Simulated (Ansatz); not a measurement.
# Property card for Al2O3

Level of theory: Ansatz 0.2.0, DFT r2SCAN, scalar-relativistic, plane waves, PAW.

Settings: cutoff 500 eV, Γ-centred mesh 6×6×6 on the computed 10-atom cell, Gaussian smearing of 0.02 eV; no spin polarisation.

The structure is relaxed at this level of theory with its symmetry kept.

```
Al O
1.0
     2.37947    1.37379    4.33176
    -2.37947    1.37379    4.33176
     0.00000   -2.74757    4.33176
Al O
4 6
Direct
  0.35192 0.35192 0.35192
  0.14808 0.14808 0.14808
  0.64808 0.64808 0.64808
  0.85192 0.85192 0.85192
  0.55634 0.94366 0.25000
  0.25000 0.55634 0.94366
  0.94366 0.25000 0.55634
  0.44366 0.05634 0.75000
  0.75000 0.44366 0.05634
  0.05634 0.75000 0.44366
```

Task: Formation energy from the elements' standard states (uncorrected)?

Result: -3.308 eV/atom.

Task: Generalised Kohn–Sham band gap?

Result: 7.14 eV, direct at Γ.

Task: Löwdin character of the top 1 eV of the valence band?

Result: O 2p 96 %.

Task: Löwdin character of the lowest 1 eV of the conduction band?

Result: Al 3s 40 %, O 2s 37 %, Al 3p 15 %.

Task: Electron masses at the edge by Cartesian direction of the standard setting (m_e; degenerate bands sorted by energy; no spin-orbit coupling)?

Result: x: 0.38; y: 0.38; z: 0.41.

Task: Hole masses at the edge by Cartesian direction of the standard setting (m_e; degenerate bands sorted by energy; no spin-orbit coupling)?

Result: x: 5.9; y: 5.9; z: 0.36.

Task: Bulk modulus?

Result: 256 GPa.

Task: Its pressure derivative?

Result: 3.9.

Task: Bader charges (e)?

Result: Al (4 in the cell) 2.59, O (6 in the cell) -1.73.